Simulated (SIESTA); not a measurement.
Crystal: Ag.

```xyz
1
Lattice="0.0000 2.0427 2.0427 2.0427 0.0000 2.0427 2.0427 2.0427 0.0000" Properties=species:S:1:pos:R:3 pbc="T T T"
Ag    0.0000    0.0000    0.0000
```

Base run:

```yaml
Program: SIESTA 5.4.2
Functional: LDA
Potentials_or_basis: PseudoDojo 0.4 standard (LDA files)
Basis: DZP (energy shift 0.002 Ry)
Grid_cutoff: 800 Ry
Energy_shift: 0.002 Ry
k_mesh: 11 × 11 × 11
Occupations: fermi-dirac, width 0.05 eV
Spin: no spin polarisation
```

Its results: band gap on the k mesh none (metal or under the smearing width); pressure -6.8 GPa.

**Question.** The run is repeated on the same cell with these changes: functional from LDA to AM05; potentials or basis from PseudoDojo 0.4 standard (LDA files) to PseudoDojo 0.4 standard (PBEsol files). What comes out?

**Answer.** Band gap on the k mesh none (metal or under the smearing width); pressure -1.7 GPa.

Caveats: semicore shells carry a single zeta, which can move pressures by several GPa and volumes by a few percent; the basis of atomic orbitals isn't converged, which shifts pressures, moduli and gaps; the potentials were made for another functional, which shifts forces and pressure (some runs).
